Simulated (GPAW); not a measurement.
The system is CdSe (Cadmoselite).

```
CELL_PARAMETERS angstrom
4.30000 0.00000 0.00000
-2.15000 3.72391 0.00000
0.00000 0.00000 7.02000
ATOMIC_POSITIONS crystal
Cd 0.66667 0.33333 0.50000
Cd 0.33333 0.66667 0.00000
Se 0.66667 0.33333 0.88500
Se 0.33333 0.66667 0.38500
```

```yaml
Program: GPAW 26.7.0
Task: relaxation of cell and atoms
Functional: RPBE
Dispersion: D3
Potentials_or_basis: the program's PAW data sets (release 1.2.1) made for this functional
Cutoff: 600 eV
Basis: pw
k_mesh: 5 × 5 × 3
Occupations: fermi-dirac, width 0.05 eV
Spin: no spin polarisation
```

At the start: pressure 1.7 GPa; volume 28.10 Å³/atom.

Q: How do energy, volume and symmetry change on relaxing?

A: Over 6 steps the energy falls by 9.1 meV/atom and the volume is 29.05 Å³/atom (+3.4 %); space group P6_3mc (No. 186, to 0.05 Å).

The path:
| step | energy change (eV) | largest force (eV/Å) | pressure (GPa) | volume (Å³) |
| --- | --- | --- | --- | --- |
| 1 | 0.0000 | 0.2595 | 1.66 | 112.41 |
| 2 | -0.0085 | 0.2215 | 1.47 | 112.76 |
| 3 | -0.0345 | 0.0364 | 0.41 | 115.11 |
| 4 | -0.0348 | 0.0378 | 0.35 | 115.28 |
| 5 | -0.0361 | 0.0209 | 0.03 | 116.09 |
| 6 | -0.0362 | 0.0062 | -0.01 | 116.20 |

Final structure:
```
Cd Se
1.0
     4.36169    0.00000    0.00000
    -2.18084    3.77733    0.00000
     0.00000    0.00000    7.05278
Cd Se
2 2
Direct
  0.66667 0.33333 0.50350
  0.33333 0.66667 0.00349
  0.66667 0.33333 0.88149
  0.33333 0.66667 0.38149
```

Caveat: later steps reuse the first step's grids.
